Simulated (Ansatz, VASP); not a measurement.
## Two plane-wave programs on CdS

INCAR

```
ALGO = Normal
EDIFF = 1E-6
ENCUT = 520
ISIF = 2
ISMEAR = 0
LASPH = True
LCHARG = True
LELF = True
LREAL = False
LVHAR = True
LWAVE = False
NBANDS = 26
NELM = 60
PREC = Accurate
SIGMA = 0.1
```

File KPOINTS:

```
k-points
0
Gamma
  6 6 4
```

File POSCAR:

```
CdS
1.0
    4.1688381000      0.0000000000      0.0000000000
   -2.0844190500      3.6103197000      0.0000000000
    0.0000000000      0.0000000000      6.7796174100
Cd S
2 2
Direct
    0.6666666700      0.3333333300      0.5002243700
    0.3333333300      0.6666666700      0.0002243700
    0.6666666700      0.3333333300      0.8767756300
    0.3333333300      0.6666666700      0.3767756300
```

Input for Ansatz:

```yaml
crystal:
  lattice:
    - [4.1688381, 0.0, 0.0]
    - [-2.08441905, 3.6103197, 0.0]
    - [0.0, 0.0, 6.77961741]
  atoms:
    - { symbol: Cd, position: [0.66666667, 0.33333333, 0.50022437] }
    - { symbol: Cd, position: [0.33333333, 0.66666667, 0.00022437] }
    - { symbol: S, position: [0.66666667, 0.33333333, 0.87677563] }
    - { symbol: S, position: [0.33333333, 0.66666667, 0.37677563] }
basis:
  ecutwfc: 420
kpoints:
  mp_grid: { grid: [6, 6, 4] }
hamiltonian:
  xc: lda
  pseudopotentials: { kind: paw, azcp: { folder: soft_1 } }
scf:
  occupations: { method: gaussian, width: 0.1 }
output:
  forces: true
  stress: true
  eigenvalues: true
```

The cell is a database's computed one.

Alike in both runs: task single point; functional LDA; k mesh 6 × 6 × 4; occupations gaussian, width 0.1 eV; no spin polarisation.

|  | VASP | Ansatz |
| --- | --- | --- |
| version | VASP 6.6.1 | Ansatz 0.2.0 |
| potentials or method | VASP PAW LDA potentials, release 64 (Cd, S) | scalar-relativistic, plane waves, PAW |
| plane-wave cutoff (eV) | 520 | 420 |
| valence electrons in the cell | 36 | 52 |

|  | VASP | Ansatz | Ansatz less VASP |
| --- | --- | --- | --- |
| gap on the k mesh at the Fermi level (eV) | 0.90 | 0.88 | -0.026 |
| least direct gap on the mesh (eV) | 0.90 | 0.88 | -0.026 |
| pressure (GPa) | -3.5 | -3.9 | -0.39 |

The two sets of potentials don't hold the same shells in valence. Ansatz warned: «pseudo_functional_mismatch».
